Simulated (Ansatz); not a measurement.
**Rock-salt LiI**

All values below come from PBE+SOC in Ansatz (PAW).

Settings: plane-wave cutoff 520 eV, 10×10×10 k mesh, Fermi–Dirac smearing 0.01 eV, PAW data made under PBE.

Cell: relaxed at this level.

```yaml
volume_per_atom: 27.31 Å³/atom
bulk_modulus: 19.6 GPa
lattice_parameter_a: 6.023 Å
band_gap: 3.90 eV (direct)
pressure derivative B′ of the bulk modulus: 4.5
```

Measured, for comparison: band gap 6.4 eV (temperature not stated, not corrected to a static lattice, our sources range from 6.10 to 6.40; as tabulated in Aguado et al. (1998), arXiv:cond-mat/9809176); bulk modulus 24 GPa (0 K, extrapolated to 0 K; as tabulated in Doll and Stoll (1998), arXiv:cond-mat/9801031). Computed (rounded) less measured: band gap -2.50 eV (-2.20 eV to -2.50 eV over the range), bulk modulus -18 %.

The result took roughly 110 core-seconds.

Ansatz is a program for electronic structure.
